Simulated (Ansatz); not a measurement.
Co:

```xyz
4
Lattice="2.4706 0.0000 0.0000 -1.2353 2.1396 0.0000 0.0000 0.0000 8.0882" Properties=species:S:1:pos:R:3 pbc="T T T"
Co    1.2353    0.7132    6.0662
Co    0.0000    0.0000    4.0441
Co    0.0000    1.4264    2.0221
Co    0.0000    0.0000    0.0000
```

Base run:

```yaml
Program: Ansatz 0.2.0
Functional: PBE
Potentials_or_basis: PseudoDojo standard (PBE files)
Cutoff: 1306 eV
Density_cutoff: 5225 eV
k_mesh: 12 × 12 × 4
Occupations: fermi-dirac, width 0.05 eV
Spin: collinear spin, ferromagnetic start
Starting_moments: "[2.0, 2.0, 2.0, 2.0] μB"
```

Its results: band gap on the k mesh none (metal or under the smearing width); pressure 5.0 GPa; net moment 6.67 μB per cell; site moments Co +1.75, +1.73 μB.

Task: The run is repeated on the same cell with these changes: potentials or basis from PseudoDojo standard (PBE files) to Ansatz PAW; cutoff from 1306 eV to 350 eV; density cutoff from 5225 eV to 1400 eV. What comes out?

Result: Band gap on the k mesh none (metal or under the smearing width); pressure 4.4 GPa; net moment 6.60 μB per cell; site moments Co +1.73, +1.71 μB.

Caveats: the pressure holds a Pulay correction of +9.0 GPa for the finite cutoff (some runs); the cutoff lies under the one recommended for these potentials (some runs).
